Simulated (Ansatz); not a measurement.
## B under compression and expansion

Space group Im-3m (No. 229). a = 2.308 Å, b = 2.308 Å, c = 2.308 Å, α = 90.00°, β = 90.00°, γ = 90.00°
```tsv
atom	site	symmetry	x	y	z
B	2a	m-3m	0.0000	0.0000	0.0000
```

The runs use the primitive cell with vectors (-1.154, 1.154, 1.154), (1.154, -1.154, 1.154), (1.154, 1.154, -1.154) Å, to which the k mesh refers.

It takes space group Im-3m (No. 229, cubic). Conventional cell: a = 2.308 Å, b = 2.308 Å, c = 2.308 Å, α = 90.00°, β = 90.00°, γ = 90.00°. Around B (site symmetry m-3m) lie 8 B at 2.00 Å.

The cell was built from the bcc type and relaxed in the same program, and has space group Im-3m; it needn't be a known or the stable phase.

Levels of theory: DFT, PBE, all-electron LAPW, scalar-relativistic (Ansatz 0.2.0); DFT, PBE, PAW with Ansatz's default frozen-core files, scalar-relativistic (Ansatz 0.2.0).

For LAPW: a Γ-centred 18×18×18 k mesh, Fermi–Dirac smearing of 0.08 eV, basis error target 0.25 meV/atom, no spin polarisation. PAW takes a cutoff of 420 eV at this cell. The Ansatz runs share mesh, smearing and spin set-up. Plane-wave (PAW) pressures include the program's estimate of the Pulay term.

The cell above is scaled evenly, with fractional coordinates and shape held.

```csv
V/V(cell),V (Å³/atom),"P, LAPW (GPa)","P, PAW (GPa)"
0.9600,5.898,?,?
0.9800,6.021,4.81,4.88
1.0000,6.144,-0.08,0.00
1.0200,6.267,-4.42,-4.33
1.0400,6.390,-8.24,-8.14
```

(1) Fill in the row V/V(cell) = 0.9600.

(2) What do Birch–Murnaghan fits to the pressures give?

Results:

(1) P, LAPW (GPa) = 10.26, P, PAW (GPa) = 10.32.

(2) LAPW: V0 = 6.14 Å³/atom, B0 = 230 GPa, B0′ = 4.9; PAW: V0 = 6.14 Å³/atom, B0 = 229 GPa, B0′ = 4.9.
